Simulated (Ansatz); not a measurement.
A run of Ansatz 0.2.0 is set up as follows.

The input input.yaml:

```yaml
crystal:
  lattice:
    - [4.989087772, 0.0, 0.0]
    - [-2.494543886, 4.3206767523, 0.0]
    - [0.0, 0.0, 2.87331344]
  atoms:
    - { symbol: Ti, position: [0.0, 0.0, 0.0] }
    - { symbol: Ti, position: [0.3333333333, 0.6666666667, 0.5] }
    - { symbol: Ti, position: [0.6666666667, 0.3333333333, 0.5] }
    - { symbol: O, position: [0.0, 0.39444076, 0.0] }
    - { symbol: O, position: [0.39444076, 0.0, 0.0] }
    - { symbol: O, position: [0.60555924, 0.60555924, 0.0] }
hamiltonian:
  xc: pbesol
  pseudopotentials: { kind: paw }
  dispersion: d3bj
kpoints:
  mp_grid: { grid: [6, 6, 9] }
scf:
  occupations: { method: fermi_dirac, width: 0.05 }
output:
  forces: true
  stress: true
  eigenvalues: true
  write_density: true
  write_potential: true
  elf: true
  volumetric_format: npy
relax:
  f_tol: 0.01
  max_steps: 40
  cell: { stress_tol: 0.05 }
```

Potentials or basis: Ansatz PAW.

Run with:

```sh
$ ansatz run input.yaml --threads 2 --pin off --max-ram 5632MiB --backend cpu --events-out ev --progress --plain --runs-dir out
```

(1) Estimate the band gap on the k mesh.

(2) Estimate the relaxed volume.

Answers

(1) none (metal or under the smearing width).

(2) 9.81 Å³/atom.

Caveat: the pressure holds a Pulay correction of +0.6 GPa for the finite cutoff; semilocal functionals often make such compounds metallic where correlation or magnetic order opens a gap, which also shifts bond lengths; pairwise dispersion overbinds metals, which lowers pressure and volume; the PAW data sets come from PBE, with cores solved anew for the run's functional, which leaves a small shift of forces and pressure.
